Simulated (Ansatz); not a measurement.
A 2-atom cell of KCl started from a crystallographic database, relaxed with r2SCAN: it is cubic, Fm-3m (No. 225); conventional cell a = 6.290 Å, 31.10 Å³ an atom. K has 6 Cl at 3.14 Å; Cl has 6 K at 3.14 Å. One-shot G0W0@PBE in Ansatz 0.2.0 on a 4×4×4 mesh (contour deformation, no spin-orbit coupling), from a PBE gap of 5.194 eV over the mesh points (the G0W0 gap is direct on the mesh); the number N of bands summed and the screening cutoff rise together. No spin polarisation and no zero-point or thermal motion.

```
  N  cutoff (eV)  1000/N  G0W0 gap (eV)
109           80   9.174          7.743
241          140   4.149          7.931
```

Task: Lay a straight line in 1000/N through these rows.

Result: The slope is -0.0374 eV per unit of 1000/N and the intercept 8.086 eV.

Task: Predict the gap at N = 437 (210 eV).

Result: 8.086 + (-0.0374) × 2.288 = 8.000 eV; the run gives 8.025 eV, +0.025 eV from the line.

Task: With that run's result added, what limit do the last two rows suggest?

Result: Their slope is (8.025 − 7.931)/(2.288 − 4.149) = -0.0505, which meets 1/N = 0 at 8.14 eV, against 8.086 eV from the first line. The slope steepens, so 1/N isn't yet asymptotic and the true limit probably lies higher still; the k mesh isn't extrapolated.
